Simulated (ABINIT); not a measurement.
# MgTe (F-43m) in ABINIT: reference runs

Aim: a first look at MgTe with PBE, on the cell as given and on a disturbed one.

Everything below comes from runs of ABINIT 10.8.3 (patched build). Logs are shortened: lines on timing, memory, paths and dates and some standing lists are left out, and cuts for length are marked. The log counts tension as positive stress, the text compression.

## Step 1: The crystal as given

Symmetry: F-43m, No. 216, cubic system. Conventional cell: a = 6.464 Å, b = 6.464 Å, c = 6.464 Å, α = 90.00°, β = 90.00°, γ = 90.00°. Te (site symmetry -43m) has 4 Mg at 2.80 Å as nearest neighbours. Mg (site symmetry -43m) has 4 Te at 2.80 Å as nearest neighbours.

The cell comes from a database or a generator and needn't be the stable form of this composition.

## Step 2: Single point, PBE

run.abi

```
# Pseudopotentials
pp_dirpath "./"
pseudos "Te.GGA_PBE-JTH.xml, Mg.GGA_PBE-JTH.xml"

# Structure
acell 3*1.0 Angstrom
rprim
     0.0000000000     3.2319988239     3.2319988239
     3.2319988239     0.0000000000     3.2319988239
     3.2319988239     3.2319988239     0.0000000000
ntypat 2
znucl 52 12
natom 2
typat 1 2
xred
     0.2500000000     0.2500000000     0.2500000000
     0.0000000000     0.0000000000     0.0000000000

# Plane-wave basis
ecut 15.0
pawecutdg 30.0

# k points
kptopt 1
ngkpt 7 7 7
nshiftk 1
shiftk 0.0 0.0 0.0

# Exchange and correlation
ixc 11

# Bands and occupations
nband 12
occopt 3
tsmear 0.00183747

# SCF cycle
nstep 100
tolvrs 1.0e-9

# Output
iomode 3
prtwf 0
prtden 0
prteig 0
prtebands 0
enunit 2
```

Potentials or basis: JTH PAW PBE v2.0.

Command:

```console
> abinit run.abi > log 2>&1
```

run.abo:

```text
.Version 10.8.3 of ABINIT
 Symmetries : space group F-4 3 m (#216); Bravais cF (face-center cubic)
================================================================================
 Values of the parameters that define the memory need of the present run
     intxc =       0    ionmov =       0      iscf =      17    lmnmax =       8
     lnmax =       4     mgfft =      32  mpssoang =       2    mqgrid =    3001
     natom =       2  nloc_mem =       2    nspden =       1   nspinor =       1
    nsppol =       1      nsym =      24    n1xccc =       1    ntypat =       2
    occopt =       3   xclevel =       2
       mpw =        1283          nfft =       32768          nkpt =          20
 PAW method is used; the additional fine FFT grid is defined by:
   mgfftf=        45    nfftf =     91125
================================================================================
================================================================================

--------------------------------------------------------------------------------
------------- Echo of variables that govern the present computation ------------
--------------------------------------------------------------------------------
 -outvars: echo values of preprocessed input variables --------
            acell      1.8897261259E+00  1.8897261259E+00  1.8897261259E+00 Bohr
              amu      1.27600000E+02  2.43050000E+01
             ecut      1.50000000E+01 Hartree
           enunit           2
              ixc          11
         kptrlatt        7    0    0      0    7    0      0    0    7
          kptrlen      6.04620822E+01
            natom           2
            nband          12
            ngfft          32      32      32
          ngfftdg          45      45      45
             nkpt          20
            nstep         100
             nsym          24
           ntypat           2
           occopt           3
        pawecutdg      3.00000000E+01 Hartree
         pawxcdev           0
           prtden           0
        prtebands           0
           prteig           0
            prtwf           0
            rprim      0.0000000000E+00  3.2319988239E+00  3.2319988239E+00
                       3.2319988239E+00  0.0000000000E+00  3.2319988239E+00
                       3.2319988239E+00  3.2319988239E+00  0.0000000000E+00
          spgroup         216
           tolvrs      1.00000000E-09
           tsmear      1.83747000E-03 Hartree
            typat      1  2
           useylm           1
           xangst      1.6159994119E+00  1.6159994119E+00  1.6159994119E+00
                       0.0000000000E+00  0.0000000000E+00  0.0000000000E+00
            xcart      3.0537963082E+00  3.0537963082E+00  3.0537963082E+00
                       0.0000000000E+00  0.0000000000E+00  0.0000000000E+00
             xred      2.5000000000E-01  2.5000000000E-01  2.5000000000E-01
                       0.0000000000E+00  0.0000000000E+00  0.0000000000E+00
            znucl       52.00000   12.00000

================================================================================
[... 137 lines left out ...]
 frms,max,avg= 1.3777141E-30 1.3777141E-30   0.000E+00  0.000E+00  0.000E+00 h/b

 cartesian forces (eV/Angstrom) at end:
    1      0.00000000000000    -0.00000000000000     0.00000000000000
    2     -0.00000000000000     0.00000000000000    -0.00000000000000
 frms,max,avg= 7.0844906E-29 7.0844906E-29   0.000E+00  0.000E+00  0.000E+00 e/A
 length scales=  1.889726125908  1.889726125908  1.889726125908 bohr
              =  1.000000000000  1.000000000000  1.000000000000 angstroms
 Fermi (or HOMO) energy (hartree) =  -0.10445   Average Vxc (hartree)=  -0.28688
 Eigenvalues (hartree) for nkpt=  20  k points:
 kpt#   1, nband= 12, wtk=  0.00292, kpt=  0.0000  0.0000  0.0000 (reduced coord)
  -2.90788   -1.68580   -1.68580   -1.68580   -0.52441   -0.15046   -0.15046   -0.15046
  -0.06142    0.05122    0.05122    0.05122
      occupation numbers for kpt#   1
   2.00000    2.00000    2.00000    2.00000    2.00000    2.00000    2.00000    2.00000
   0.00000    0.00000    0.00000    0.00000
 prteigrs : prtvol=0 or 1, do not print more k-points.

 Fermi (or HOMO) energy (eV) =  -2.84210   Average Vxc (eV)=  -7.80649
 Eigenvalues (   eV  ) for nkpt=  20  k points:
 kpt#   1, nband= 12, wtk=  0.00292, kpt=  0.0000  0.0000  0.0000 (reduced coord)
 -79.12751  -45.87305  -45.87305  -45.87305  -14.26991   -4.09430   -4.09430   -4.09430
  -1.67141    1.39388    1.39388    1.39388
 prteigrs : prtvol=0 or 1, do not print more k-points.

--- !EnergyTerms
iteration_state     : {dtset: 1, }
comment             : Components of total free energy in Hartree
kinetic             :  5.91420702843401E+00
hartree             :  2.03813321074163E+01
xc                  : -5.26731841243302E+00
Ewald energy        : -2.94622449337456E+01
psp_core            :  4.27563024558484E+00
local_psp           : -5.73276443689190E+01
PAW spherical_terms : -1.04730043687221E+01
internal            : -7.19590427023846E+01
'-kT*entropy'       : -4.26969353596443E-14
total_energy        : -7.19590427023847E+01
total_energy_eV     : -1.95810530486563E+03
...

--- !EnergyTermsDC
iteration_state     : {dtset: 1, }
comment             : '"Double-counting" decomposition of free energy'
band_energy         : -1.81682216636829E+01
Ewald energy        : -2.94622449337456E+01
psp_core            :  4.27563024558484E+00
xc_dc               : -2.10824546891892E+01
PAW spherical_terms : -7.52174872328129E+00
internal            : -7.19590397643142E+01
'-kT*entropy'       : -4.26969353596443E-14
total_energy_dc     : -7.19590397643143E+01
total_energy_dc_eV  : -1.95810522491666E+03
...

--- !EnergyTermsWithPAWCore
iteration_state     : {dtset: 1, }
comment             : 'Components of total free energy, including PAW core contributions'
Total energy        : -6.99499421835282E+03
Total energy DC     : -6.99499421541475E+03
Total energy (eV)   : -1.90343489464002E+05
Total energy DC (eV): -1.90343489384054E+05
...

 Cartesian components of stress tensor (hartree/bohr^3)
  sigma(1 1)= -1.30693530E-05  sigma(3 2)=  0.00000000E+00
  sigma(2 2)= -1.30693530E-05  sigma(3 1)=  0.00000000E+00
  sigma(3 3)= -1.30693530E-05  sigma(2 1)=  0.00000000E+00

-Cartesian components of stress tensor (GPa)         [Pressure=  3.8451E-01 GPa]
- sigma(1 1)= -3.84513639E-01  sigma(3 2)=  0.00000000E+00
- sigma(2 2)= -3.84513639E-01  sigma(3 1)=  0.00000000E+00
- sigma(3 3)= -3.84513639E-01  sigma(2 1)=  0.00000000E+00

== END DATASET(S) ==============================================================
================================================================================

 -outvars: echo values of variables after computation  --------
            acell      1.8897261259E+00  1.8897261259E+00  1.8897261259E+00 Bohr
           etotal     -7.1959039764E+01
            fcart      1.3777140767E-30 -1.3777140767E-30  1.3777140767E-30
                      -1.3777140767E-30  1.3777140767E-30 -1.3777140767E-30
            rprim      0.0000000000E+00  3.2319988239E+00  3.2319988239E+00
                       3.2319988239E+00  0.0000000000E+00  3.2319988239E+00
                       3.2319988239E+00  3.2319988239E+00  0.0000000000E+00
           strten     -1.3069352953E-05 -1.3069352953E-05 -1.3069352953E-05
                       0.0000000000E+00  0.0000000000E+00  0.0000000000E+00
           xangst      1.6159994119E+00  1.6159994119E+00  1.6159994119E+00
                       0.0000000000E+00  0.0000000000E+00  0.0000000000E+00
             xred      2.5000000000E-01  2.5000000000E-01  2.5000000000E-01
                       0.0000000000E+00  0.0000000000E+00  0.0000000000E+00
 Calculation completed.
```

Wall time 7.7 s (1 thread of Intel Xeon 6975P-C (Granite Rapids), shared host); peak memory 0.1 GiB.

Results:

```
Free energy                                           : -1958.1052 eV
Band gap on the k mesh                                : 2.42 eV, direct
Valence electrons inside the program's atomic spheres : Te 3.21; Mg 8.20
```

Levels at points of the mesh, in eV from the valence-band top:
| k point | band 4 | band 5 | band 6 | band 7 | band 8 | band 9 | band 10 | band 11 | band 12 |
| --- | --- | --- | --- | --- | --- | --- | --- | --- | --- |
| (0.00, 0.00, 0.00) | -41.78 | -10.18 | 0.00 | 0.00 | 0.00 | 2.42 | 5.49 | 5.49 | 5.49 |

Caveat: the cutoff is too short for stress, so the log's stress isn't used; spin-orbit coupling is left out, which moves the levels of the heavy elements. As with any semilocal functional, this PBE gap is likely too small.

## Step 3: Single point, PBE (atoms moved at random, drawn with an rms of 0.05 Å)

run.abi

```
pp_dirpath "./"
pseudos "Te.GGA_PBE-JTH.xml, Mg.GGA_PBE-JTH.xml"

acell 8.6374403057 8.6374403057 8.6374403057
rprim
     0.0000000000     0.7071067812     0.7071067812
     0.7071067812     0.0000000000     0.7071067812
     0.7071067812     0.7071067812     0.0000000000
ntypat 2
znucl 52 12
natom 2
typat 1 2
xred
     0.2549180000     0.2445060000     0.2403030000
     0.0080780000    -0.0126080000    -0.0020850000
chkprim 0
chksymtnons 0
tolsym 1.0e-6

ecut 408.170794 eV
pawecutdg 30.0

kptopt 1
ngkpt 7 7 7
nshiftk 1
shiftk 0.0 0.0 0.0

ixc 11

nband 12
occopt 3
tsmear 0.05 eV

nstep 100
tolvrs 1.0e-9

iomode 3
prtwf 0
prtden 0
prteig 0
prtebands 0
enunit 2
```

Potentials or basis: JTH PAW PBE v2.0.

Command:

```console
> abinit run.abi > log 2>&1
```

run.abo:

```text
.Version 10.8.3 of ABINIT
 Symmetries : space group P1 (#  1); Bravais aP (primitive triclinic)
================================================================================
 Values of the parameters that define the memory need of the present run
     intxc =       0    ionmov =       0      iscf =      17    lmnmax =       8
     lnmax =       4     mgfft =      32  mpssoang =       2    mqgrid =    3001
     natom =       2  nloc_mem =       2    nspden =       1   nspinor =       1
    nsppol =       1      nsym =       1    n1xccc =       1    ntypat =       2
    occopt =       3   xclevel =       2
       mpw =        1283          nfft =       32768          nkpt =         172
 PAW method is used; the additional fine FFT grid is defined by:
   mgfftf=        45    nfftf =     91125
================================================================================
================================================================================

--------------------------------------------------------------------------------
------------- Echo of variables that govern the present computation ------------
--------------------------------------------------------------------------------
 -outvars: echo values of preprocessed input variables --------
            acell      8.6374403057E+00  8.6374403057E+00  8.6374403057E+00 Bohr
              amu      1.27600000E+02  2.43050000E+01
          chkprim           0
      chksymtnons           0
             ecut      1.50000000E+01 Hartree
           enunit           2
                       outvar_i_n : Printing only first  50 k-points.
              ixc          11
                       outvar_i_n : Printing only first  50 k-points.
         kptrlatt        7    0    0      0    7    0      0    0    7
          kptrlen      6.04620821E+01
            natom           2
            nband          12
            ngfft          32      32      32
          ngfftdg          45      45      45
             nkpt         172
            nstep         100
             nsym           1
           ntypat           2
                       prtocc : prtvol=0, do not print more k-points.
           occopt           3
        pawecutdg      3.00000000E+01 Hartree
         pawxcdev           0
           prtden           0
        prtebands           0
           prteig           0
            prtwf           0
            rprim      0.0000000000E+00  7.0710678120E-01  7.0710678120E-01
                       7.0710678120E-01  0.0000000000E+00  7.0710678120E-01
                       7.0710678120E-01  7.0710678120E-01  0.0000000000E+00
          spgroup           1
           tolsym      1.00000000E-06
           tolvrs      1.00000000E-09
           tsmear      1.83746611E-03 Hartree
            typat      1  2
           useylm           1
                       outvars : Printing only first  50 k-points.
           xangst      1.5669021168E+00  1.6005536885E+00  1.6141377796E+00
                      -4.7487758688E-02  1.9369368939E-02 -1.4640954663E-02
            xcart      2.9610158668E+00  3.0246081211E+00  3.0502783328E+00
                      -8.9738858254E-02  3.6602802526E-02 -2.7667394534E-02
             xred      2.5491800000E-01  2.4450600000E-01  2.4030300000E-01
                       8.0780000000E-03 -1.2608000000E-02 -2.0850000000E-03
            znucl       52.00000   12.00000

================================================================================

 chkinp: Checking input parameters for consistency.

================================================================================
== DATASET  1 ==================================================================

--- !DatasetInfo
iteration_state: {dtset: 1, }
dimensions: {natom: 2, nkpt: 172, mband: 12, nsppol: 1, nspinor: 1, nspden: 1, mpw: 1283, }
cutoff_energies: {ecut:  15.0, pawecutdg:  30.0, }
electrons: {nelect:   1.60000000E+01, charge:   0.00000000E+00, occopt:   3.00000000E+00, tsmear:   1.83746611E-03, }
meta: {optdriver: 0, ionmov: 0, optcell: 0, iscf: 17, paral_kgb: 0, }
...
[... 101 lines left out ...]
 Atom  Sphere_radius  Integrated_density
    1        2.31107          3.21872531
    2        1.90158          8.20289401

================================================================================

 ----iterations are completed or convergence reached----

 Mean square residual over all n,k,spin=   15.674E-08; max=  68.183E-06
 reduced coordinates (array xred) for    2 atoms
       0.254918000000      0.244506000000      0.240303000000
       0.008078000000     -0.012608000000     -0.002085000000
 rms dE/dt=  1.1372E-02; max dE/dt=  1.1580E-02; dE/dt below (all hartree)
    1      -0.011026599085      0.006266296855     -0.017691962682
    2       0.010875237532     -0.007051973516      0.011580228276

 cartesian coordinates (angstrom) at end:
    1      1.56690211677547     1.60055368850757     1.61413777955540
    2     -0.04748775868802     0.01936936893877    -0.01464095466254

 cartesian forces (hartree/bohr) at end:
    1     -0.00024346401307     0.00263984117957    -0.00084684040110
    2      0.00024346401307    -0.00263984117957     0.00084684040110
 frms,max,avg= 1.6067747E-03 2.6398412E-03   2.761E-04  2.242E-04 -2.118E-04 h/b

 cartesian forces (eV/Angstrom) at end:
    1     -0.01251942291685     0.13574609135470    -0.04354628427673
    2      0.01251942291685    -0.13574609135470     0.04354628427673
 frms,max,avg= 8.2623677E-02 1.3574609E-01   1.420E-02  1.153E-02 -1.089E-02 e/A
 length scales=  8.637440305700  8.637440305700  8.637440305700 bohr
              =  4.570736567211  4.570736567211  4.570736567211 angstroms
 Fermi (or HOMO) energy (hartree) =  -0.10467   Average Vxc (hartree)=  -0.28688
 Eigenvalues (hartree) for nkpt= 172  k points:
 kpt#   1, nband= 12, wtk=  0.00292, kpt=  0.0000  0.0000  0.0000 (reduced coord)
  -2.90792   -1.68592   -1.68583   -1.68575   -0.52442   -0.15213   -0.15049   -0.14880
  -0.06144    0.05076    0.05121    0.05177
      occupation numbers for kpt#   1
   2.00000    2.00000    2.00000    2.00000    2.00000    2.00000    2.00000    2.00000
   0.00000    0.00000    0.00000    0.00000
 prteigrs : prtvol=0 or 1, do not print more k-points.

 Fermi (or HOMO) energy (eV) =  -2.84832   Average Vxc (eV)=  -7.80647
 Eigenvalues (   eV  ) for nkpt= 172  k points:
 kpt#   1, nband= 12, wtk=  0.00292, kpt=  0.0000  0.0000  0.0000 (reduced coord)
 -79.12840  -45.87622  -45.87389  -45.87171  -14.27027   -4.13960   -4.09506   -4.04917
  -1.67176    1.38121    1.39363    1.40871
 prteigrs : prtvol=0 or 1, do not print more k-points.

--- !EnergyTerms
iteration_state     : {dtset: 1, }
comment             : Components of total free energy in Hartree
kinetic             :  5.91437140759158E+00
hartree             :  2.03822244960794E+01
xc                  : -5.26738136223004E+00
Ewald energy        : -2.94608920966843E+01
psp_core            :  4.27563025410388E+00
local_psp           : -5.73298231101874E+01
PAW spherical_terms : -1.04730448736343E+01
internal            : -7.19589152849613E+01
'-kT*entropy'       : -5.11847472721184E-14
total_energy        : -7.19589152849613E+01
total_energy_eV     : -1.95810183766091E+03
...

--- !EnergyTermsDC
iteration_state     : {dtset: 1, }
comment             : '"Double-counting" decomposition of free energy'
band_energy         : -1.81685204875006E+01
Ewald energy        : -2.94608920966843E+01
psp_core            :  4.27563025410388E+00
xc_dc               : -2.10833332033660E+01
PAW spherical_terms : -7.52179668397722E+00
internal            : -7.19589122174242E+01
'-kT*entropy'       : -5.11847472721184E-14
total_energy_dc     : -7.19589122174243E+01
total_energy_dc_eV  : -1.95810175418897E+03
...

--- !EnergyTermsWithPAWCore
iteration_state     : {dtset: 1, }
comment             : 'Components of total free energy, including PAW core contributions'
Total energy        : -6.99499409093539E+03
Total energy DC     : -6.99499408786786E+03
Total energy (eV)   : -1.90343485996798E+05
Total energy DC (eV): -1.90343485913326E+05
...

 Cartesian components of stress tensor (hartree/bohr^3)
  sigma(1 1)= -1.64872277E-05  sigma(3 2)= -5.08469809E-07
  sigma(2 2)= -1.56309203E-05  sigma(3 1)= -1.49639742E-05
  sigma(3 3)= -1.62486983E-05  sigma(2 1)=  5.75517298E-06

-Cartesian components of stress tensor (GPa)         [Pressure=  4.7433E-01 GPa]
- sigma(1 1)= -4.85070986E-01  sigma(3 2)= -1.49596982E-02
- sigma(2 2)= -4.59877553E-01  sigma(3 1)= -4.40255320E-01
- sigma(3 3)= -4.78053210E-01  sigma(2 1)=  1.69323035E-01

== END DATASET(S) ==============================================================
================================================================================

 -outvars: echo values of variables after computation  --------
            acell      8.6374403057E+00  8.6374403057E+00  8.6374403057E+00 Bohr
           etotal     -7.1958912217E+01
            fcart     -2.4346401307E-04  2.6398411796E-03 -8.4684040110E-04
                       2.4346401307E-04 -2.6398411796E-03  8.4684040110E-04
            rprim      0.0000000000E+00  7.0710678120E-01  7.0710678120E-01
                       7.0710678120E-01  0.0000000000E+00  7.0710678120E-01
                       7.0710678120E-01  7.0710678120E-01  0.0000000000E+00
           strten     -1.6487227689E-05 -1.5630920321E-05 -1.6248698330E-05
                      -5.0846980854E-07 -1.4963974183E-05  5.7551729839E-06
           xangst      1.5669021168E+00  1.6005536885E+00  1.6141377796E+00
                      -4.7487758688E-02  1.9369368939E-02 -1.4640954663E-02
             xred      2.5491800000E-01  2.4450600000E-01  2.4030300000E-01
                       8.0780000000E-03 -1.2608000000E-02 -2.0850000000E-03
 Calculation completed.
```

Run time: 47 s. Hardware: 1 thread of Intel Xeon 6975P-C (Granite Rapids), shared host; peak memory 0.16 GiB.

What came out:

| Property | Result |
| --- | --- |
| Free energy | -1958.1018 eV |
| Largest force | 0.143 eV/Å |
| Band gap on the k mesh | 2.38 eV, direct |
| Valence electrons inside the program's atomic spheres | Te 3.22; Mg 8.20 |

Forces in eV/Å, atoms in the order of the input:
```
Te  -0.013  0.136 -0.044
Mg   0.013 -0.136  0.044
```

Caveat: the cutoff is too short for stress, so the log's stress isn't used; spin-orbit coupling is left out, which moves the levels of the heavy elements.
